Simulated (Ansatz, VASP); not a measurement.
**One calculation of SrO, two programs**

File INCAR:

```
PREC = Accurate ; ENCUT = 520
EDIFF = 1E-7 ; ISMEAR = -1
SIGMA = 0.05 ; LREAL = F
LASPH = T ; NELM = 100
ALGO = Normal ; ISIF = 2
LWAVE = F ; LCHARG = T
GGA = RP ; LELF = T
LVHAR = T ; NBANDS = 15
```

File KPOINTS:

```
Automatic mesh
0
Gamma
  9 9 9
```

The input POSCAR:

```
SrO
1.0
    0.0000000000      2.5832958595      2.5832958595
    2.5832958595      0.0000000000      2.5832958595
    2.5832958595      2.5832958595      0.0000000000
Sr O
1 1
Direct
    0.5000000000      0.5000000000      0.5000000000
    0.0000000000      0.0000000000      0.0000000000
```

File input.yaml:

```yaml
crystal:
  lattice:
    - [0.0, 2.5832958595, 2.5832958595]
    - [2.5832958595, 0.0, 2.5832958595]
    - [2.5832958595, 2.5832958595, 0.0]
  atoms:
    - { symbol: Sr, position: [0.5, 0.5, 0.5] }
    - { symbol: O, position: [0.0, 0.0, 0.0] }
hamiltonian:
  xc: rpbe
  pseudopotentials: { kind: paw }
kpoints:
  mp_grid: { grid: [9, 9, 9] }
scf:
  occupations: { method: fermi_dirac, width: 0.05 }
output:
  forces: true
  stress: true
  eigenvalues: true
```

Alike in both runs: task single point; functional RPBE; k mesh 9 × 9 × 9; occupations fermi-dirac, width 0.05 eV; no spin polarisation.

```csv
,VASP,Ansatz
version,VASP 6.6.1,Ansatz 0.2.0
potentials or method,"VASP PAW PBE potentials, release 64 (Sr_sv, O)",Ansatz PAW
plane-wave cutoff (eV),520,420
valence electrons in the cell,16,16
```

Ansatz gave:

- gap on the k mesh at the Fermi level (eV): 3.49
- least direct gap on the mesh (eV): 3.59
- pressure (GPa): 4.4

Question: Which values does VASP return?

Answer: gap on the k mesh at the Fermi level (eV): 3.44; least direct gap on the mesh (eV): 3.55; pressure (GPa): 5.0.

With one functional, cell and mesh, what is left measures potentials, basis and numerics.

Caveats: the PAW data sets were made with another functional, which shifts forces and pressure a little (VASP); an odd mesh through Γ misses points on the zone boundary, where band edges often lie (VASP); odd divisions of the mesh miss points on the zone boundary, where band edges often lie, so the gap on the mesh can be too wide (Ansatz); the pressure holds a Pulay correction of +0.3 GPa for the finite cutoff (Ansatz); the PAW data sets come from PBE, with cores solved anew for the run's functional, which leaves a small shift of forces and pressure (Ansatz).
